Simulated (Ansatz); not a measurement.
Structure: WSe2 in the 3R-MoS2-type structure, at its r2SCAN+rVV10 minimum. Space group R3m (No. 160), trigonal; conventional cell a = 3.302 Å, c = 19.739 Å, 20.71 Å³ an atom. W has 6 Se at 2.53 Å; Se has 3 W at 2.53 Å.

```cif
data_structure
_symmetry_space_group_name_H-M 'R3m:H'
_symmetry_Int_Tables_number 160
_cell_length_a 3.3021
_cell_length_b 3.3021
_cell_length_c 19.7389
_cell_angle_alpha 90.000
_cell_angle_beta 90.000
_cell_angle_gamma 120.000
_cell_volume 186.40
loop_
_atom_site_label
_atom_site_type_symbol
_atom_site_symmetry_multiplicity
_atom_site_Wyckoff_symbol
_atom_site_fract_x
_atom_site_fract_y
_atom_site_fract_z
_atom_site_occupancy
W1 W 3 a 0.66667 0.33333 0.33332 1
Se1 Se 3 a 0.33333 0.66667 0.08432 1
Se2 Se 3 a 0.00000 0.00000 0.24903 1
```

The questions ask for values computed with the PAW code Ansatz on this geometry. All values are calculated for a non-magnetic cell, which may be hypothetical.

Given (10×10×10 mesh): LDA gives an indirect gap of 1.00 eV, from T to Γ–S₀ (0.54 of the way from Γ); the least direct gap is 1.57 eV at H₀–L (0.10 of the way from H₀).

**Question.** What does PBE give for the gap (10×10×10 mesh)?

**Answer.** PBE gives an indirect gap of 1.07 eV, from T to Γ–S₀ (0.50 of the way from Γ); the least direct gap is 1.59 eV at H₀–L (0.10 of the way from H₀). The gap differs by +0.07 eV from LDA's.

**Question.** What does PBE+SOC give for the gap (10×10×10 mesh)?

**Answer.** With PBE+SOC the valence top lies at T and the conduction bottom at Γ–S₀ (0.54 of the way from Γ), 0.91 eV higher; the smallest vertical gap, at H₀–L (0.10 of the way from H₀), is 1.30 eV. Spin-orbit coupling itself accounts for -0.163 eV. The gap differs by -0.09 eV from LDA's.

**Question.** What does r2SCAN give for the gap (10×10×10 mesh)?

**Answer.** r2SCAN gives an indirect gap of 1.18 eV, from T to Γ–S₀ (0.54 of the way from Γ); the least direct gap is 1.70 eV at H₀–L (0.10 of the way from H₀). The gap differs by +0.18 eV from LDA's.

**Question.** How does the gap change from LDA to HSE06 (6×6×6)?

**Answer.** With HSE06 the valence top lies at T and the conduction bottom at Γ–S₀ (0.54 of the way from Γ), 1.54 eV higher; the smallest vertical gap, at H₀–L (0.08 of the way from H₀), is 2.04 eV. The gap differs by +0.54 eV from LDA's.

**Question.** Roughly how does the cost of the PBE0 run (6×6×6) compare with r2SCAN's (10×10×10)?

**Answer.** About 11 times as much (10 core-minutes against 50 core-seconds, on 2 threads of Arm Neoverse V1 (shared host)).

**Question.** What are ε∞ and the Born charges with PBE?

**Answer.** ε∞: 15.04 along x and y, 6.79 along z. Born charges, averaged over directions: W -1.06, Se +0.51 to +0.55 e.

**Question.** What do these levels agree on?

**Answer.** r2SCAN covers 23 % of the step from PBE to HSE06, while HSE06 needs about 11 times r2SCAN's rough cost (on a coarser mesh). For gaps to 0.1 eV, spin-orbit coupling (up to 0.287 eV on PBE's least or direct gap) has to be included. Among these functionals the gap stays indirect.

Only the levels marked +SOC include spin-orbit coupling.

Where an edge lies off the special points, it is a point of the mesh or the k point where a search put PBE's edge or least direct gap, reused for the other functionals, whose own edges may lie a little apart; PBE's own value is read along its path and can be a few hundredths of an eV high.
